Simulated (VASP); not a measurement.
A run of VASP 6.6.1:

INCAR

```
SYSTEM = BN
PREC = Accurate ; ENCUT = 600
EDIFF = 1E-6 ; ISMEAR = -1
SIGMA = 0.05 ; LREAL = .False.
LASPH = .True. ; NELM = 60
ALGO = Fast ; ISIF = 3
LWAVE = .False. ; LCHARG = .False.
GGA = RE ; IBRION = 2
NSW = 60 ; EDIFFG = -0.02
```

Contents of KPOINTS:

```
Automatic mesh
0
Gamma
  12 12 12
  0 0 0
```

POSCAR

```
BN
1.0
    1.2511217832      0.7223354983      3.3729344033
   -1.2511217832      0.7223354983      3.3729344033
    0.0000000000     -1.4446709966      3.3729344033
N B
1 1
Direct
    0.6672382000      0.6672382000      0.6672382000
    0.0003288000      0.0003288000      0.0003288000
```

Potentials or basis: VASP PAW PBE potentials, release 64 (N, B).

Run with:

```console
$ cat potpaw_PBE.64/N/POTCAR potpaw_PBE.64/B/POTCAR > POTCAR
$ mpirun -np 1 vasp_std > vasp.out
```

Hardware: 1 thread of Intel(R) Xeon(R) Platinum 8488C (Sapphire Rapids) (shared host).

**Question.** Estimate the wall time of this run.

**Answer.** Run time: 4.2 min on 1 thread of Intel(R) Xeon(R) Platinum 8488C (Sapphire Rapids), with other jobs on the host, peak memory 0.19 GiB. Counts: scf iterations 88, k points 189, ion steps 10.
